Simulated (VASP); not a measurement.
**PbSe in VASP: how settings move the PBE single point**

The PBE single point of PbSe in the rocksalt structure, under -3.0 % biaxial strain in the (111) plane, free along [111] is repeated with altered inputs. Which of them can be trusted?

Program: VASP 6.6.1. PAW datasets, plane waves. Calculated at 0 K for a non-magnetic (in the reference) cell.

### 1 The structure to begin with

The cell comes from an earlier relaxation with r2SCAN in another program, then strained, with the atoms relaxed again. Some of the altered inputs switch spin polarisation on.

The symmetry is R-3m (No. 166, trigonal); a = 4.237 Å, c = 11.027 Å in the conventional setting, 28.57 Å³ an atom. Pb has 6 Se at 3.06 Å; Se has 6 Pb at 3.06 Å.

As a file:

```cif
data_structure
_symmetry_space_group_name_H-M 'P 1'
_symmetry_Int_Tables_number 1
_cell_length_a 4.4152
_cell_length_b 4.4152
_cell_length_c 4.4152
_cell_angle_alpha 57.348
_cell_angle_beta 57.348
_cell_angle_gamma 57.348
_cell_volume 57.14
loop_
_atom_site_label
_atom_site_type_symbol
_atom_site_fract_x
_atom_site_fract_y
_atom_site_fract_z
_atom_site_occupancy
Pb1 Pb 0.00000 0.00000 0.00000 1
Se1 Se 0.50000 0.50000 0.50000 1
```

### 2 Reference

INCAR reads:

```
ENCUT = 520.000000
SIGMA = 0.020000
EDIFF = 1.00e-07
GGA = PE
PREC = Accurate
IBRION = -1
ISIF = 2
ISMEAR = -1
NBANDS = 17
NELM = 120
NSW = 0
LASPH = .TRUE.
LCHARG = .FALSE.
LWAVE = .FALSE.
LREAL = .FALSE.
```

KPOINTS reads:

```
KPOINTS created by Atomic Simulation Environment
0
Gamma
8 8 8
0 0 0
```

POSCAR reads:

```
Pb Se
 1.0000000000000000
     0.1247068600000000    3.1207480130000000    3.1207480130000000
     3.1207480130000000    0.1247068600000000    3.1207480130000000
     3.1207480130000000    3.1207480130000000    0.1247068600000000
 Pb  Se
   1   1
Cartesian
  0.0000000000000000  0.0000000000000000  0.0000000000000000
  3.1831014430000000  3.1831014430000000  3.1831014430000000
```

A file KPOINTS_OPT adds named points for the levels; it doesn't enter the self-consistent loop.

Potentials: the recommended PBE PAW datasets, 20 valence electrons.

On the command line:

```console
mpirun -np 1 vasp_std
```

### 3 Try 1

INCAR, as its differences from that of step 2:

```diff
@@ -15 +15,2 @@
 LREAL = .FALSE.
+NELECT = 21
```

KPOINTS is that of step 2.

POSCAR is that of step 2.

### 4 Try 2

INCAR, as its differences from that of step 2:

```diff
@@ -9,3 +9,2 @@
 NBANDS = 17
-NELM = 120
 NSW = 0
@@ -15 +14,5 @@
 LREAL = .FALSE.
+ISPIN = 2
+MAGMOM = 0.5 -0.5
+MAXMIX = 40
+NELM = 64
```

KPOINTS is that of step 2.

POSCAR is that of step 2.

### 5 Try 3

INCAR reads:

```
ENCUT = 520.000000
SIGMA = 0.020000
EDIFF = 1.00e-07
GGA = PE
IBRION = -1
ISIF = 2
ISMEAR = -1
NBANDS = 17
NSW = 0
LASPH = .TRUE.
LCHARG = .FALSE.
LWAVE = .FALSE.
LREAL = .FALSE.
PREC = Medium
NELM = 77
```

KPOINTS is that of step 2.

POSCAR is that of step 2.

### 6 Try 4

INCAR, as its differences from that of step 2:

```diff
@@ -9,3 +9,2 @@
 NBANDS = 17
-NELM = 120
 NSW = 0
@@ -15 +14,4 @@
 LREAL = .FALSE.
+NELM = 63
+ISPIN = 2
+MAGMOM = 1.0
```

KPOINTS is that of step 2.

POSCAR is that of step 2.

Before running it: what results should come out? Wanted: for each run, changed; ending; energy change; pressure; electronic steps; usable.

**Answer**, as computed:

| run | changed | ending | energy change (meV/atom) | pressure (GPa) | gap on the mesh (eV; negative: overlap) | electronic steps | time | usable |
| --- | --- | --- | --- | --- | --- | --- | --- | --- |
| ref. | – | converged | 0 | 2.5 | -0.13 | 13 | 74 s | yes |
| 1 | NELECT = 21 | converged | – | 33.4 | – | 13 | 65 s | no |
| 2 | ISPIN = 2, MAGMOM = 0.5 -0.5, MAXMIX = 40, NELM = 64 | converged | 0.0 | 2.5 | – | 15 | 2.4 min | yes |
| 3 | PREC = Medium, NELM = 77 | converged | -0.1 | 2.5 | -0.13 | 13 | 38 s | yes |
| 4 | ISPIN = 2, MAGMOM = 1 | refused | – | – | – | – | 0.9 s | no |

What this shows: Of 4 altered inputs, 1 gave no result, 1 ended normally on a faulty or unsound input, 2 gave usable results. Among the usable ones with comparable energies, «PREC = Medium, NELM = 77» moves the energy most, by -0.1 meV/atom.
